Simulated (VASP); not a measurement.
# PtS2 in VASP: work function with PBE

Aim: the work function of PtS2 with PBE.

Everything below comes from runs of VASP 6.6.1. Logs are shortened: lines on timing, memory, paths and dates and some standing lists are left out, and cuts for length are marked.

### 1 The structure

The cell holds a sheet with vacuum, 3 atoms: a = 3.536 Å, b = 3.536 Å, c = 18.460 Å, α = 90.00°, β = 90.00°, γ = 120.00°.

The cell was built by a generator and needn't be a form met in nature.

### 2 Work function, PBE, non-collinear spin, zero start, spin-orbit coupling

Input file INCAR:

```
  PREC = Accurate
  ENCUT = 520
  EDIFF = 1E-6
  ISMEAR = 0
  SIGMA = 0.03
  LREAL = False
  LASPH = True
  NELM = 60
  ALGO = Normal
  ISIF = 2
  LWAVE = False
  LCHARG = True
  MAGMOM = 0 0 0 0 0 0 0 0 0
  LORBIT = 11
  LSORBIT = True
  GGA_COMPAT = False
  LMAXMIX = 4
  LDIPOL = True
  IDIPOL = 3
  DIPOL = 0.5 0.5 0.500
  GGA = PE
  LVHAR = True
  LVACPOTAV = True
  KPAR = 4
```

Input file KPOINTS:

```
Automatic mesh
0
Gamma
  12 12 1
```

Input file POSCAR:

```
PtS2                                    
1.0
    3.5358252863     -0.0000000000      0.0000000000
   -1.7679126431      3.0621145237      0.0000000000
    0.0000000000      0.0000000000     18.4600000000
  S               Pt            
     2     1
Direct
     0.3333330000000032    0.6666669999999968    0.4328379872001674
     0.6666669999999968    0.3333330000000032    0.5671620127998325
     0.0000000000000000    0.0000000000000000    0.5000000000000000
```

Potentials or basis: VASP PAW PBE potentials, release 64 (S, Pt).

The run is started by

```bash
> cat potpaw_PBE.64/S/POTCAR potpaw_PBE.64/Pt/POTCAR > POTCAR
> mpirun -np 4 vasp_ncl > vasp.out
```

OUTCAR:

```text
PREC = Accurate
   ENCUT = 520
   EDIFF = 1E-6
   ISMEAR = 0
   LREAL = False
   LASPH = True
   NELM = 60
   ISIF = 2
   LORBIT = 11
   LSORBIT = True
   GGA = PE

 ion  position               nearest neighbor table
   1  0.333  0.667  0.433-   3 2.39   3 2.39   3 2.39
   2  0.667  0.333  0.567-   3 2.39   3 2.39   3 2.39
   3  0.000  0.000  0.500-   1 2.39   2 2.39   2 2.39   1 2.39   2 2.39   1 2.39

  LATTYP: Found a hexagonal cell.
 ALAT       =     3.5358252863
 C/A-ratio  =     5.2208461972

  Lattice vectors:

 A1 = (   3.5358252863,   0.0000000000,   0.0000000000)
 A2 = (  -1.7679126431,   3.0621145237,   0.0000000000)
 A3 = (   0.0000000000,   0.0000000000,  18.4600000000)

Analysis of symmetry for initial positions (statically):
=====================================================================
 Subroutine PRICEL returns:
 Original cell was already a primitive cell.

 Routine SETGRP: Setting up the symmetry group for a
 hexagonal supercell.

 Subroutine GETGRP returns: Found 12 space group operations
 (whereof 12 operations were pure point group operations)
 out of a pool of 24 trial point group operations.

The static configuration has the point symmetry D_3d.

Analysis of symmetry for dynamics (positions and initial velocities):
=====================================================================
 Subroutine PRICEL returns:
 Original cell was already a primitive cell.

 Routine SETGRP: Setting up the symmetry group for a
 hexagonal supercell.

 Subroutine GETGRP returns: Found 12 space group operations
 (whereof 12 operations were pure point group operations)
 out of a pool of 24 trial point group operations.

The dynamic configuration has the point symmetry D_3d.

Analysis of structural, dynamic, and magnetic symmetry:
=====================================================================
 Subroutine PRICEL returns:
 Original cell was already a primitive cell.

 Routine SETGRP: Setting up the symmetry group for a
 hexagonal supercell.

 Subroutine GETGRP returns: Found 12 space group operations
 (whereof 12 operations were pure point group operations)
 out of a pool of 24 trial point group operations.

The overall configuration has the point symmetry D_3d.

 Subroutine INISYM returns: Found 12 space group operations
 (whereof 12 operations are pure point group operations),
 and found     1 'primitive' translations

----------------------------------------------------------------------------------------

                                     Primitive cell

  volume of cell :     199.8683

  direct lattice vectors                    reciprocal lattice vectors
     3.535825286  0.000000000  0.000000000     0.282819404  0.163285859  0.000000000
    -1.767912643  3.062114524  0.000000000     0.000000000  0.326571718  0.000000000
     0.000000000  0.000000000 18.460000000     0.000000000  0.000000000  0.054171181

  length of vectors
     3.535825286  3.535825288 18.460000000     0.326571718  0.326571718  0.054171181

  position of ions in fractional coordinates (direct lattice)
     0.333333000  0.666667000  0.432837987
     0.666667000  0.333333000  0.567162013
     0.000000000  0.000000000  0.500000000

  ion indices of the primitive-cell ions
   primitive index   ion index
                 1           1
                 2           2
                 3           3

----------------------------------------------------------------------------------------

 KPOINTS: Automatic mesh

Automatic generation of k-mesh.
 Grid dimensions read from file:
 generate k-points for:   12   12    1

 Generating k-lattice:

  Cartesian coordinates                     Fractional coordinates (reciprocal lattice)
     0.023568284  0.013607155  0.000000000     0.083333333  0.000000000  0.000000000
     0.000000000  0.027214310  0.000000000     0.000000000  0.083333333  0.000000000
     0.000000000  0.000000000  0.054171181     0.000000000  0.000000000  1.000000000

  Length of vectors
     0.027214310  0.027214310  0.054171181

  Shift w.r.t. Gamma in fractional coordinates (k-lattice)
     0.000000000  0.000000000  0.000000000

 Subroutine IBZKPT returns following result:
 ===========================================

 Found     19 irreducible k-points:

 Following reciprocal coordinates:
            Coordinates               Weight
  0.000000  0.000000  0.000000      1.000000
  0.083333  0.000000  0.000000      6.000000
  0.166667  0.000000  0.000000      6.000000
  0.250000  0.000000  0.000000      6.000000
  0.333333  0.000000  0.000000      6.000000
  0.416667  0.000000  0.000000      6.000000
[... 11 lines left out ...]
  0.333333  0.250000  0.000000     12.000000
  0.333333  0.333333  0.000000      2.000000
   k-points           NKPTS =     19   k-points in BZ     NKDIM =     19   number of bands    NBANDS=     30
   number of dos      NEDOS =    301   number of ions     NIONS =      3
   total plane-waves  NPLWV = 109760
   dimension x,y,z NGX =    28 NGY =   28 NGZ =  140
   dimension x,y,z NGXF=    56 NGYF=   56 NGZF=  280
   ions per type =               2   1
   NGX,Y,Z   is equivalent  to a cutoff of  13.16, 13.16, 12.61 a.u.
   NGXF,Y,Z  is equivalent  to a cutoff of  26.33, 26.33, 25.22 a.u.
 SYSTEM =  unknown system
   PREC   = accura    normal or accurate (medium, high low for compatibility)
   ISTART =      0    job   : 0-new  1-cont  2-samecut
   ICHARG =      2    charge: 1-file 2-atom 10-const
   ISPIN  =      1    spin polarized calculation?
   LNONCOLLINEAR =      T non collinear calculations
   LSORBIT =      T    spin-orbit coupling
   LASPH  =      T    aspherical Exc in radial PAW
   ENCUT  =  520.0 eV  38.22 Ry    6.18 a.u.   6.57  6.57 34.32*2*pi/ulx,y,z
   NELM   =     60;   NELMIN=  2; NELMDL= -5     # of ELM steps
   EDIFF  = 0.1E-05   stopping-criterion for ELM
   LREAL  =      F    real-space projection
   EDIFFG = 0.1E-04   stopping-criterion for IOM
   NSW    =      0    number of steps for IOM
   IBRION =     -1    ionic relax: 0-MD 1-quasi-New 2-CG
   NFREE  =      0    steps in history (QN), initial steepest desc. (CG)
   ISIF   =      2    stress and relaxation
   ISYM   =      2    0-nonsym 1-usesym 2-fastsym
   POTIM  = 0.5000    time-step for ionic-motion
   TEBEG  =    0.0;   TEEND  =   0.0 temperature during run
   PSTRESS=    0.0 pullay stress
   NELECT =      22.0000    total number of electrons
   NUPDOWN=      -1.0000    fix difference up-down
   EMIN   =  10.00;   EMAX   =-10.00  energy-range for DOS
   EFERMI =   0.00;   METHOD = LEGACY
   ISMEAR =     0;   SIGMA  =   0.03  broadening in eV -4-tet -1-fermi 0-gaus
   EFERMI_NEDOS =   21; number of points for ismear=-14 and -15
   IALGO  =     38    algorithm
   IMIX   =      4    mixing-type and parameters
     AMIX     =   0.40;   BMIX     =  1.00
     AMIX_MAG =   1.60;   BMIX_MAG =  1.00
  volume/ion in A,a.u.               =      66.62       449.59
  Fermi-wavevector in a.u.,A,eV,Ry     =   0.784575  1.482632  8.375172  0.615558
  Thomas-Fermi vector in A             =   1.888735
   LORBIT       =     11    0 simple, 1 ext, 2 COOP (PROOUT), +10 PAW based schemes
   GGA     = PE    functional components
   LHFCALC =     F    Hartree Fock is set to
   AEXX    =    0.0000 exact exchange contribution
   IVDW    =     0    specifies the selected vdW correction
   LEPSILON=     F    determine dielectric tensor
   LRPA    =     F    only Hartree local field effects (RPA)
 Gauss-broadening in eV      SIGMA  =   0.03
  energy-cutoff  :      520.00
  volume of cell :      199.87
 maximum number of plane-waves:     10962
 NGX is ok and might be reduce to    28
   NGX = 13   NGY = 13   NGZ = 69

 number of electron      22.0000000 magnetization       0.0000000      0.0000000      0.0000000

 number of electron      22.0000001 magnetization      -0.0000000     -0.0000000      0.0000000

 number of electron      22.0000001 magnetization      -0.0000000     -0.0000000     -0.0000000

 number of electron      22.0000001 magnetization       0.0000000      0.0000000     -0.0000000

 dipolmoment           0.000000      0.000000      0.000000 electrons x Angstroem

 Free energy of the ion-electron system (eV)
  ---------------------------------------------------
  ext. energy  EPLUGINS =         0.00000000
  ---------------------------------------------------
  free energy    TOTEN  =       -15.83811269 eV

  energy without entropy =      -15.83811269  energy(sigma->0) =      -15.83811269

 E-fermi :  -2.7306     XC(G=0):  -3.5532

 val. band max:       -2.9168908098   @ k =   0.1667   0.0000   0.0000
 cond. band min:      -1.1293328137   @ k =   0.2500   0.0000   0.0000
 fundamental gap:      1.7875579961
 Fermi energy:        -2.7306019455

 k-point     1 :       0.0000    0.0000    0.0000
  band No.  band energies     occupation
      1     -17.0616      1.00000
      2     -17.0616      1.00000
      3     -14.8373      1.00000
      4     -14.8373      1.00000
      5      -8.8498      1.00000
      6      -8.8498      1.00000
[... 616 lines left out ...]
     29       5.8634      0.00000
     30       5.8634      0.00000

------------------------ aborting loop because EDIFF is reached ----------------------------------------

  FORCE on cell =-STRESS in cart. coord.  units (eV):
  Direction    XX          YY          ZZ          XY          YZ          ZX
  --------------------------------------------------------------------------------------
  -------------------------------------------------------------------------------------
  Total        0.9970280      0.9970280      0.3136395      0.0000000      0.0000000      0.0000000
  in kB        7.9923408      7.9923408      2.5141860      0.0000000      0.0000000      0.0000000
  external PRESSURE =       6.1662892 kB  Pullay stress =       0.0000000 kB

 VOLUME and BASIS-vectors are now :
 -----------------------------------------------------------------------------
  energy-cutoff  :      520.00
  volume of cell :      199.87
      direct lattice vectors                 reciprocal lattice vectors
     3.535825286  0.000000000  0.000000000     0.282819404  0.163285859  0.000000000
    -1.767912643  3.062114524  0.000000000     0.000000000  0.326571718  0.000000000
     0.000000000  0.000000000 18.460000000     0.000000000  0.000000000  0.054171181

 POSITION                                       TOTAL-FORCE (eV/Angst)
 -----------------------------------------------------------------------------------
     -0.00000      2.04141      7.99019        -0.000000      0.000000     -0.137894
      1.76791      1.02070     10.46981         0.000000     -0.000000      0.137894
      0.00000      0.00000      9.23000        -0.000000      0.000000     -0.000000
 -----------------------------------------------------------------------------------
    total drift:                               -0.000000     -0.000000     -0.000000

  FREE ENERGIE OF THE ION-ELECTRON SYSTEM (eV)
  ---------------------------------------------------
  free  energy   TOTEN  =       -15.8381126918 eV

  energy  without entropy=      -15.8381126918  energy(sigma->0) =      -15.83811269

 vacuum level on the upper side and lower side of the slab         3.354         3.354

 Spin-Orbit-Coupling matrix elements

 Ion:    1  E_soc:      0.0008431
 l=   1
     0.0000000     0.0001146     0.0001923
     0.0001146     0.0000000     0.0001146
     0.0001923     0.0001146     0.0000000
 l=   2
     0.0000000     0.0000000     0.0000000     0.0000000     0.0000000
     0.0000000     0.0000000     0.0000000     0.0000000     0.0000000
     0.0000000     0.0000000     0.0000000     0.0000000     0.0000000
     0.0000000     0.0000000     0.0000000     0.0000000     0.0000000
     0.0000000     0.0000000     0.0000000     0.0000000     0.0000000
 l=   3
     0.0000000     0.0000000     0.0000000     0.0000000     0.0000000     0.0000000     0.0000000
     0.0000000     0.0000000     0.0000000     0.0000000     0.0000000     0.0000000     0.0000000
     0.0000000     0.0000000     0.0000000     0.0000000     0.0000000     0.0000000     0.0000000
     0.0000000     0.0000000     0.0000000     0.0000000     0.0000000     0.0000000     0.0000000
[... 29 lines left out ...]
 l=   2
     0.0000000    -0.0211691     0.0000000    -0.0211691    -0.0704571
    -0.0211691     0.0000000    -0.0510643    -0.0256011    -0.0211691
     0.0000000    -0.0510643     0.0000000    -0.0510643     0.0000000
    -0.0211691    -0.0256011    -0.0510643     0.0000000    -0.0211691
    -0.0704571    -0.0211691     0.0000000    -0.0211691     0.0000000
 l=   3
     0.0000000     0.0000000     0.0000000     0.0000000     0.0000000     0.0000000     0.0000000
     0.0000000     0.0000000     0.0000000     0.0000000     0.0000000     0.0000000     0.0000000
     0.0000000     0.0000000     0.0000000     0.0000000     0.0000000     0.0000000     0.0000000
     0.0000000     0.0000000     0.0000000     0.0000000     0.0000000     0.0000000     0.0000000
     0.0000000     0.0000000     0.0000000     0.0000000     0.0000000     0.0000000     0.0000000
     0.0000000     0.0000000     0.0000000     0.0000000     0.0000000     0.0000000     0.0000000
     0.0000000     0.0000000     0.0000000     0.0000000     0.0000000     0.0000000     0.0000000

 total charge

# of ion       s       p       d       tot
------------------------------------------
    1        1.358   2.286   0.000   3.644
    2        1.358   2.286   0.000   3.644
    3        0.698   0.802   7.951   9.450
--------------------------------------------------
tot          3.414   5.373   7.951  16.738

 magnetization (x)

# of ion       s       p       d       tot
------------------------------------------
    1       -0.000   0.000   0.000   0.000
    2       -0.000   0.000   0.000   0.000
    3        0.000   0.000   0.000   0.000
--------------------------------------------------
tot         -0.000   0.000   0.000   0.000

 magnetization (y)

# of ion       s       p       d       tot
------------------------------------------
    1        0.000   0.000   0.000   0.000
    2       -0.000  -0.000   0.000  -0.000
    3        0.000  -0.000   0.000  -0.000
--------------------------------------------------
tot         -0.000  -0.000   0.000  -0.000

 magnetization (z)

# of ion       s       p       d       tot
------------------------------------------
    1        0.000   0.000   0.000   0.000
    2        0.000   0.000   0.000   0.000
    3       -0.000   0.000   0.000  -0.000
--------------------------------------------------
tot         -0.000   0.000   0.000  -0.000
```

Wall time 97 s (4 MPI ranks of Intel Xeon 6975P-C (Granite Rapids), shared host); peak memory 0.93 GiB.

What came out:

```yaml
Free_energy: -15.8381 eV
Largest_force: 0.138 eV/Å
Net_moment: 0.00 μB per cell
Valence_electrons_inside_the_program's_atomic_spheres: S 3.64; Pt 9.45
Work_function_of_the_upper_face: 6.08 eV
Work_function_of_the_lower_face: 6.08 eV
```

Forces in eV/Å, atoms in the order of the input:
```
S    0.000  0.000 -0.138
S    0.000  0.000  0.138
Pt   0.000  0.000  0.000
```

Moments on the atoms (μB; x, y, z):
```
S   0.00 0.00 0.00
S   0.00 0.00 0.00
Pt  0.00 0.00 0.00
```
